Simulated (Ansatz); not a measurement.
**Varying the input for NaCl**

The reference input for Ansatz (plane-wave DFT with PAW):

```yaml
crystal:
  lattice:
    - [0.0, 2.7940632177, 2.7940632177]
    - [2.7940632177, 0.0, 2.7940632177]
    - [2.7940632177, 2.7940632177, 0.0]
  atoms:
    - { symbol: Na, position: [0.0, 0.0, 0.0] }
    - { symbol: Cl, position: [0.5, 0.5, 0.5] }
basis:
  ecutwfc: 420
kpoints:
  mp_grid: { grid: [4, 4, 4] }
hamiltonian:
  xc: pbe
scf:
  occupations: { method: gaussian, width: 0.1 }
output:
  forces: true
  stress: true
  eigenvalues: true
```

Command:

```bash
ansatz run input.yaml --threads 1 --pin off --max-ram 1331MiB --backend cpu --events-out ev --progress --plain --runs-dir out
```

The run converges in 7 SCF iterations on 8 irreducible k-points: pressure 1.57 GPa, gap on the sampled k-points 5.22 eV.

These settings were drawn at random to show what each does; none of the numbers is a converged property of the crystal. Each trial's input is given as a difference from the reference's; energies are extrapolated to zero smearing where there is one, and pressure is positive in compression.

**Question.** Trial 1:

```diff
 basis:
-  ecutwfc: 420
+  ecutwfc: 310
 hamiltonian:
-  xc: pbe
+  xc: pbesol
+  hubbard: { sites: [{ species: Cl, l: p, u_eff: 1.1 }] }
 output:
+  dos: {}
```

What happens?

**Answer.** The run converges in 7 SCF iterations on 8 irreducible k-points: pressure 0.15 GPa, gap on the sampled k-points 5.50 eV. It warns that the cutoff lies under the recommended one, 420 eV for these potentials. Under a U the state reached may not be the lowest.